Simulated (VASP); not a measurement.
# NaH (Fm-3m) in VASP: a series of runs

The runs below take NaH through single point, with PBE.

All numbers are computed with VASP 6.6.1; they aren't measurements. Logs are shortened: lines on timing, memory, paths and dates and some standing lists are left out, and cuts for length are marked.

### 1 Starting point

The structure is cubic, space group Fm-3m (No. 225). The conventional cell has a = 4.880 Å, b = 4.880 Å, c = 4.880 Å, α = 90.00°, β = 90.00°, γ = 90.00°. Na (site symmetry m-3m) is surrounded by 6 H at 2.44 Å. H (site symmetry m-3m) is surrounded by 6 Na at 2.44 Å.

### 2 Single point, PBE

Contents of INCAR:

```
SYSTEM = NaH
PREC = Accurate
ENCUT = 550
EDIFF = 1E-6
ISMEAR = 0
SIGMA = 0.05
LREAL = Auto
LASPH = .True.
NELM = 100
ALGO = Normal
ISIF = 2
LWAVE = .False.
LCHARG = .False.
GGA = PE
NBANDS = 11
ADDGRID = .False.
```

Contents of KPOINTS:

```
Automatic mesh
0
Gamma
  7 7 7
  0 0 0
```

Contents of POSCAR:

```
NaH
1.0
    0.0000000000      2.4400000000      2.4400000000
    2.4400000000      0.0000000000      2.4400000000
    2.4400000000      2.4400000000      0.0000000000
Na H
1 1
Direct
   -0.0187210000      0.0228060000      0.0160610000
    0.4668300000      0.5164870000      0.5214060000
```

Potentials or basis: VASP PAW PBE potentials, release 64 (Na_pv, H).

On the command line:

```
> cat potpaw_PBE.64/Na_pv/POTCAR potpaw_PBE.64/H/POTCAR > POTCAR
> mpirun -np 1 vasp_std > vasp.out
```

OUTCAR:

```text
SYSTEM = NaH
   PREC = Accurate
   ENCUT = 550
   EDIFF = 1E-6
   ISMEAR = 0
   LREAL = Auto
   LASPH = .True.
   NELM = 100
   ISIF = 2
   GGA = PE

 Found    172 irreducible k-points:

 Following reciprocal coordinates:
            Coordinates               Weight
  0.000000  0.000000  0.000000      1.000000
  0.142857  0.000000  0.000000      2.000000
  0.000000  0.142857  0.000000      2.000000
  0.000000  0.000000  0.142857      2.000000
  0.142857  0.142857  0.142857      2.000000
  0.285714  0.000000  0.000000      2.000000
   k-points           NKPTS =    172   k-points in BZ     NKDIM =    172   number of bands    NBANDS=     11
   number of dos      NEDOS =    301   number of ions     NIONS =      2
   total plane-waves  NPLWV =  21952
   dimension x,y,z NGX =    28 NGY =   28 NGZ =   28
   dimension x,y,z NGXF=    56 NGYF=   56 NGZF=   56
   ions per type =               1   1
   NGX,Y,Z   is equivalent  to a cutoff of  13.49, 13.49, 13.49 a.u.
   NGXF,Y,Z  is equivalent  to a cutoff of  26.98, 26.98, 26.98 a.u.
 SYSTEM =  NaH
   PREC   = accura    normal or accurate (medium, high low for compatibility)
   ISTART =      0    job   : 0-new  1-cont  2-samecut
   ICHARG =      2    charge: 1-file 2-atom 10-const
   ISPIN  =      1    spin polarized calculation?
   LNONCOLLINEAR =      F non collinear calculations
   LSORBIT =      F    spin-orbit coupling
   LASPH  =      T    aspherical Exc in radial PAW
   ENCUT  =  550.0 eV  40.42 Ry    6.36 a.u.   6.60  6.60  6.60*2*pi/ulx,y,z
   NELM   =    100;   NELMIN=  2; NELMDL= -5     # of ELM steps
   EDIFF  = 0.1E-05   stopping-criterion for ELM
   LREAL  =      T    real-space projection
   EDIFFG = 0.1E-04   stopping-criterion for IOM
   NSW    =      0    number of steps for IOM
   IBRION =     -1    ionic relax: 0-MD 1-quasi-New 2-CG
   NFREE  =      0    steps in history (QN), initial steepest desc. (CG)
   ISIF   =      2    stress and relaxation
   ISYM   =      2    0-nonsym 1-usesym 2-fastsym
   POTIM  = 0.5000    time-step for ionic-motion
   TEBEG  =    0.0;   TEEND  =   0.0 temperature during run
   PSTRESS=    0.0 pullay stress
   NELECT =       8.0000    total number of electrons
   NUPDOWN=      -1.0000    fix difference up-down
   EMIN   =  10.00;   EMAX   =-10.00  energy-range for DOS
   EFERMI =   0.00;   METHOD = LEGACY
   ISMEAR =     0;   SIGMA  =   0.05  broadening in eV -4-tet -1-fermi 0-gaus
   EFERMI_NEDOS =   21; number of points for ismear=-14 and -15
   IALGO  =     38    algorithm
   IMIX   =      4    mixing-type and parameters
     AMIX     =   0.40;   BMIX     =  1.00
     AMIX_MAG =   1.60;   BMIX_MAG =  1.00
  volume/ion in A,a.u.               =      14.53        98.03
  Fermi-wavevector in a.u.,A,eV,Ry     =   1.065054  2.012660 15.433636  1.134340
  Thomas-Fermi vector in A             =   2.200593
   LORBIT       =      0    0 simple, 1 ext, 2 COOP (PROOUT), +10 PAW based schemes
   GGA     = PE    functional components
   LHFCALC =     F    Hartree Fock is set to
   AEXX    =    0.0000 exact exchange contribution
   IVDW    =     0    specifies the selected vdW correction
   LEPSILON=     F    determine dielectric tensor
   LRPA    =     F    only Hartree local field effects (RPA)
 non-spin polarized calculation
 Gauss-broadening in eV      SIGMA  =   0.05
  energy-cutoff  :      550.00
  volume of cell :       29.05
 maximum number of plane-waves:       869
   NGX = 13   NGY = 13   NGZ = 13

 number of electron       8.0000004 magnetization

 Free energy of the ion-electron system (eV)
  ---------------------------------------------------
  ext. energy  EPLUGINS =         0.00000000
  ---------------------------------------------------
  free energy    TOTEN  =        -5.08507758 eV

  energy without entropy =       -5.08507758  energy(sigma->0) =       -5.08507758

 E-fermi :  -1.0432     XC(G=0):  -7.6715

 val. band max:       -1.2880844945   @ k =   0.2857  -0.2857  -0.4286
 cond. band min:       2.8913907155   @ k =  -0.4286  -0.4286   0.4286
 fundamental gap:      4.1794752100
 Fermi energy:        -1.0432480828

 k-point     1 :       0.0000    0.0000    0.0000
  band No.  band energies     occupation
      1     -23.3590      2.00000
      2     -23.3589      2.00000
      3     -23.3586      2.00000
      4      -4.7405      2.00000
      5       8.9514      0.00000
      6      14.1668      0.00000
      7      14.1677      0.00000
      8      14.1815      0.00000
      9      14.9717      0.00000
     10      14.9834      0.00000
     11      14.9920      0.00000

 k-point     2 :       0.1429    0.0000    0.0000
  band No.  band energies     occupation
      1     -23.3750      2.00000
      2     -23.3609      2.00000
      3     -23.3605      2.00000
      4      -4.3997      2.00000
      5       7.8521      0.00000
      6      11.2912      0.00000
      7      13.2300      0.00000
      8      13.2350      0.00000
      9      16.0985      0.00000
     10      16.1209      0.00000
     11      16.2929      0.00000

 k-point     3 :       0.0000    0.1429    0.0000
  band No.  band energies     occupation
      1     -23.3748      2.00000
      2     -23.3609      2.00000
      3     -23.3607      2.00000
      4      -4.3997      2.00000
      5       7.8525      0.00000
      6      11.2895      0.00000
      7      13.2301      0.00000
      8      13.2381      0.00000
      9      16.0810      0.00000
     10      16.1208      0.00000
     11      16.3078      0.00000

 k-point     4 :       0.0000    0.0000    0.1429
  band No.  band energies     occupation
      1     -23.3748      2.00000
      2     -23.3609      2.00000
      3     -23.3607      2.00000
      4      -4.3997      2.00000
      5       7.8526      0.00000
      6      11.2894      0.00000
      7      13.2301      0.00000
      8      13.2384      0.00000
      9      16.0798      0.00000
     10      16.1209      0.00000
     11      16.3088      0.00000

 k-point     5 :       0.1429    0.1429    0.1429
  band No.  band energies     occupation
      1     -23.3751      2.00000
      2     -23.3609      2.00000
      3     -23.3605      2.00000
      4      -4.3997      2.00000
      5       7.8520      0.00000
      6      11.2916      0.00000
      7      13.2298      0.00000
      8      13.2347      0.00000
      9      16.1014      0.00000
     10      16.1214      0.00000
     11      16.2900      0.00000

 k-point     6 :       0.2857    0.0000    0.0000
  band No.  band energies     occupation
      1     -23.4109      2.00000
      2     -23.3652      2.00000
      3     -23.3649      2.00000
      4      -3.4519      2.00000
      5       5.1771      0.00000
      6       9.8977      0.00000
      7      12.4308      0.00000
      8      12.4353      0.00000
      9      15.6929      0.00000
     10      15.6946      0.00000
     11      17.4395      0.00000

 [... further k-points ...]

------------------------ aborting loop because EDIFF is reached ----------------------------------------

  FORCE on cell =-STRESS in cart. coord.  units (eV):
  Direction    XX          YY          ZZ          XY          YZ          ZX
  --------------------------------------------------------------------------------------
  -------------------------------------------------------------------------------------
  Total       -0.1198724     -0.1171645     -0.1058831     -0.0000329     -0.0011833     -0.0001208
  in kB       -6.6104396     -6.4611114     -5.8389926     -0.0018153     -0.0652517     -0.0066594
  external PRESSURE =      -6.3035146 kB  Pullay stress =       0.0000000 kB

 VOLUME and BASIS-vectors are now :
 -----------------------------------------------------------------------------
  energy-cutoff  :      550.00
  volume of cell :       29.05
      direct lattice vectors                 reciprocal lattice vectors
     0.000000000  2.440000000  2.440000000    -0.204918033  0.204918033  0.204918033
     2.440000000  0.000000000  2.440000000     0.204918033 -0.204918033  0.204918033
     2.440000000  2.440000000  0.000000000     0.204918033  0.204918033 -0.204918033

 POSITION                                       TOTAL-FORCE (eV/Angst)
 -----------------------------------------------------------------------------------
      0.09484      2.43351      2.44997        -0.001977     -0.016884     -0.039635
      2.53246      2.41130      2.39929         0.001977      0.016884      0.039635
 -----------------------------------------------------------------------------------
    total drift:                               -0.000347      0.000265     -0.000484

  FREE ENERGIE OF THE ION-ELECTRON SYSTEM (eV)
  ---------------------------------------------------
  free  energy   TOTEN  =        -5.0850775841 eV

  energy  without entropy=       -5.0850775841  energy(sigma->0) =       -5.08507758
```

It took 78 s on 1 thread of Intel Xeon Platinum 8259CL at 2.50GHz (Skylake/Cascade Lake), shared host; peak memory 0.17 GiB.

The run converged, but some of its settings lie outside the range that counts as converged, so its numbers aren't taken as properties of the crystal.

Results:

* Free energy: -5.0851 eV
* Pressure: -0.6 GPa
* Largest force: 0.043 eV/Å
* Band gap on the k mesh: 4.18 eV, indirect (least direct gap 4.79 eV)

Caveat: an odd mesh through Γ misses points on the zone boundary, where band edges often lie.

### 3 Single point, PBE

Changes to INCAR since step 2:

```diff
@@ -3,6 +3,6 @@
 ENCUT = 550
-EDIFF = 1E-6
+EDIFF = 1E-4
 ISMEAR = 0
 SIGMA = 0.05
-LREAL = Auto
+LREAL = .False.
 LASPH = .True.
```

KPOINTS is that of step 2.

Contents of POSCAR:

```
NaH
1.0
    0.0000000000      2.4400000000      2.4400000000
    2.4400000000      0.0000000000      2.4400000000
    2.4400000000      2.4400000000      0.0000000000
Na H
1 1
Direct
    0.0000000000      0.0000000000      0.0000000000
    0.5000000000      0.5000000000      0.5000000000
```

Potentials or basis: VASP PAW PBE potentials, release 64 (Na_pv, H).

On the command line:

```
> cat potpaw_PBE.64/Na_pv/POTCAR potpaw_PBE.64/H/POTCAR > POTCAR
> mpirun -np 1 vasp_std > vasp.out
```

Run time: 6.2 s. Hardware: 1 thread of Intel Xeon Platinum 8259CL at 2.50GHz (Skylake/Cascade Lake), shared host; peak memory 0.14 GiB.

These settings aren't checked as converged: the numbers below hold their error.

Results:

| Property | Result |
| --- | --- |
| Free energy | -5.0862 eV |
| Pressure | -0.7 GPa |
| Band gap on the k mesh | 4.18 eV, indirect (least direct gap 4.79 eV) |

Caveat: an odd mesh through Γ misses points on the zone boundary, where band edges often lie.

### 4 Single point, PBE

INCAR is that of step 3.

KPOINTS is that of step 3.

Contents of POSCAR:

```
NaH
1.0
    0.0000000000      2.4400000000      2.4400000000
    2.4400000000      0.0000000000      2.4400000000
    2.4400000000      2.4400000000      0.0000000000
Na H
1 1
Direct
   -0.0187210000      0.0228060000      0.0160610000
    0.4668300000      0.5164870000      0.5214060000
```

Potentials or basis: VASP PAW PBE potentials, release 64 (Na_pv, H).

On the command line:

```
> cat potpaw_PBE.64/Na_pv/POTCAR potpaw_PBE.64/H/POTCAR > POTCAR
> mpirun -np 1 vasp_std > vasp.out
```

OUTCAR:

```text
SYSTEM = NaH
   PREC = Accurate
   ENCUT = 550
   EDIFF = 1E-4
   ISMEAR = 0
   LREAL = .False.
   LASPH = .True.
   NELM = 100
   ISIF = 2
   GGA = PE

 Found    172 irreducible k-points:

 Following reciprocal coordinates:
            Coordinates               Weight
  0.000000  0.000000  0.000000      1.000000
  0.142857  0.000000  0.000000      2.000000
  0.000000  0.142857  0.000000      2.000000
  0.000000  0.000000  0.142857      2.000000
  0.142857  0.142857  0.142857      2.000000
  0.285714  0.000000  0.000000      2.000000
   k-points           NKPTS =    172   k-points in BZ     NKDIM =    172   number of bands    NBANDS=     11
   number of dos      NEDOS =    301   number of ions     NIONS =      2
   total plane-waves  NPLWV =  21952
   dimension x,y,z NGX =    28 NGY =   28 NGZ =   28
   dimension x,y,z NGXF=    56 NGYF=   56 NGZF=   56
   ions per type =               1   1
   NGX,Y,Z   is equivalent  to a cutoff of  13.49, 13.49, 13.49 a.u.
   NGXF,Y,Z  is equivalent  to a cutoff of  26.98, 26.98, 26.98 a.u.
 SYSTEM =  NaH
   PREC   = accura    normal or accurate (medium, high low for compatibility)
   ISTART =      0    job   : 0-new  1-cont  2-samecut
   ICHARG =      2    charge: 1-file 2-atom 10-const
   ISPIN  =      1    spin polarized calculation?
   LNONCOLLINEAR =      F non collinear calculations
   LSORBIT =      F    spin-orbit coupling
   LASPH  =      T    aspherical Exc in radial PAW
   ENCUT  =  550.0 eV  40.42 Ry    6.36 a.u.   6.60  6.60  6.60*2*pi/ulx,y,z
   NELM   =    100;   NELMIN=  2; NELMDL= -5     # of ELM steps
   EDIFF  = 0.1E-03   stopping-criterion for ELM
   LREAL  =      F    real-space projection
   EDIFFG = 0.1E-02   stopping-criterion for IOM
   NSW    =      0    number of steps for IOM
   IBRION =     -1    ionic relax: 0-MD 1-quasi-New 2-CG
   NFREE  =      0    steps in history (QN), initial steepest desc. (CG)
   ISIF   =      2    stress and relaxation
   ISYM   =      2    0-nonsym 1-usesym 2-fastsym
   POTIM  = 0.5000    time-step for ionic-motion
   TEBEG  =    0.0;   TEEND  =   0.0 temperature during run
   PSTRESS=    0.0 pullay stress
   NELECT =       8.0000    total number of electrons
   NUPDOWN=      -1.0000    fix difference up-down
   EMIN   =  10.00;   EMAX   =-10.00  energy-range for DOS
   EFERMI =   0.00;   METHOD = LEGACY
   ISMEAR =     0;   SIGMA  =   0.05  broadening in eV -4-tet -1-fermi 0-gaus
   EFERMI_NEDOS =   21; number of points for ismear=-14 and -15
   IALGO  =     38    algorithm
   IMIX   =      4    mixing-type and parameters
     AMIX     =   0.40;   BMIX     =  1.00
     AMIX_MAG =   1.60;   BMIX_MAG =  1.00
[... 16 lines left out ...]

 number of electron       8.0000004 magnetization

 Free energy of the ion-electron system (eV)
  ---------------------------------------------------
  ext. energy  EPLUGINS =         0.00000000
  ---------------------------------------------------
  free energy    TOTEN  =        -5.08500158 eV

  energy without entropy =       -5.08500158  energy(sigma->0) =       -5.08500158

 E-fermi :  -1.0436     XC(G=0):  -7.6731

 val. band max:       -1.2879513380   @ k =   0.2857  -0.2857  -0.4286
 cond. band min:       2.8894693609   @ k =  -0.4286  -0.4286   0.4286
 fundamental gap:      4.1774206989
 Fermi energy:        -1.0435903343

 k-point     1 :       0.0000    0.0000    0.0000
  band No.  band energies     occupation
      1     -23.3600      2.00000
      2     -23.3599      2.00000
      3     -23.3596      2.00000
      4      -4.7412      2.00000
      5       8.9491      0.00000
      6      14.1650      0.00000
      7      14.1659      0.00000
      8      14.1797      0.00000
      9      14.9727      0.00000
     10      14.9843      0.00000
     11      14.9929      0.00000
[... 57 lines left out ...]
 k-point     6 :       0.2857    0.0000    0.0000
  band No.  band energies     occupation
      1     -23.4118      2.00000
      2     -23.3662      2.00000
      3     -23.3659      2.00000
      4      -3.4525      2.00000
      5       5.1756      0.00000
      6       9.8942      0.00000
      7      12.4306      0.00000
      8      12.4351      0.00000
      9      15.6919      0.00000
     10      15.6936      0.00000
     11      17.4358      0.00000

 [... further k-points ...]

------------------------ aborting loop because EDIFF is reached ----------------------------------------

  FORCE on cell =-STRESS in cart. coord.  units (eV):
  Direction    XX          YY          ZZ          XY          YZ          ZX
  --------------------------------------------------------------------------------------
  -------------------------------------------------------------------------------------
  Total       -0.1230303     -0.1203837     -0.1091233     -0.0000251     -0.0011258     -0.0001481
  in kB       -6.7845822     -6.6386344     -6.0176736     -0.0013847     -0.0620820     -0.0081674
  external PRESSURE =      -6.4802967 kB  Pullay stress =       0.0000000 kB

 VOLUME and BASIS-vectors are now :
 -----------------------------------------------------------------------------
  energy-cutoff  :      550.00
  volume of cell :       29.05
      direct lattice vectors                 reciprocal lattice vectors
     0.000000000  2.440000000  2.440000000    -0.204918033  0.204918033  0.204918033
     2.440000000  0.000000000  2.440000000     0.204918033 -0.204918033  0.204918033
     2.440000000  2.440000000  0.000000000     0.204918033  0.204918033 -0.204918033

 POSITION                                       TOTAL-FORCE (eV/Angst)
 -----------------------------------------------------------------------------------
      0.09484      2.43351      2.44997        -0.001983     -0.016766     -0.039427
      2.53246      2.41130      2.39929         0.001983      0.016766      0.039427
 -----------------------------------------------------------------------------------
    total drift:                               -0.000338      0.000510      0.000057

  FREE ENERGIE OF THE ION-ELECTRON SYSTEM (eV)
  ---------------------------------------------------
  free  energy   TOTEN  =        -5.0850015821 eV

  energy  without entropy=       -5.0850015821  energy(sigma->0) =       -5.08500158
```

OSZICAR:

```text
N       E                     dE             d eps       ncg     rms          rms(c)
DAV:   1     0.317428299665E+02    0.31743E+02   -0.42842E+03  3802   0.866E+02
DAV:   2    -0.430750723967E+01   -0.36050E+02   -0.35392E+02  3941   0.183E+02
DAV:   3    -0.550317868729E+01   -0.11957E+01   -0.11939E+01  4606   0.313E+01
DAV:   4    -0.551096681014E+01   -0.77881E-02   -0.77871E-02  4368   0.254E+00
DAV:   5    -0.551103536944E+01   -0.68559E-04   -0.68559E-04  4322   0.247E-01    0.317E+00
DAV:   6    -0.517069469362E+01    0.34034E+00   -0.33753E-01  4385   0.273E+00    0.146E+00
DAV:   7    -0.508012518852E+01    0.90570E-01   -0.32614E-01  4285   0.211E+00    0.355E-01
DAV:   8    -0.508510521424E+01   -0.49800E-02   -0.10319E-02  4021   0.946E-01    0.699E-02
DAV:   9    -0.508501366933E+01    0.91545E-04   -0.12161E-03  4446   0.362E-01    0.231E-02
DAV:  10    -0.508500158215E+01    0.12087E-04   -0.62173E-05  2526   0.507E-02
   1 F= -.50850016E+01 E0= -.50850016E+01  d E =-.767794E-13
```

stdout:

```text
POSCAR found type information on POSCAR NaH
 POSCAR found :  2 types and       2 ions
 scaLAPACK will be used
 LDA part: xc-table for (Slater+PW92), standard interpolation
 POSCAR, INCAR and KPOINTS ok, starting setup
 FFT: planning ... GRIDC
 FFT: planning ... GRID_SOFT
 FFT: planning ... GRID
 WAVECAR not read
 entering main loop
```

Run time: 36 s. Hardware: 1 thread of Intel Xeon Platinum 8259CL at 2.50GHz (Skylake/Cascade Lake), shared host; peak memory 0.19 GiB.

These settings aren't checked as converged: the numbers below hold their error.

Results:

```yaml
Free_energy: -5.0850 eV
Pressure: -0.6 GPa
Largest_force: 0.043 eV/Å
Band_gap_on_the_k_mesh: 4.18 eV, indirect (least direct gap 4.79 eV)
```

Caveat: an odd mesh through Γ misses points on the zone boundary, where band edges often lie.

### 5 For comparison

An earlier run on the cell as given: functional PBE; potentials or basis VASP PAW PBE potentials, release 64 (Na_pv, H); cutoff 520 eV; k mesh 9 × 9 × 9; occupations fermi-dirac, width 0.05 eV; no spin polarisation.

* Pressure: -0.7 GPa
* Band gap on the k mesh: 4.01 eV, indirect (least direct gap 4.70 eV)
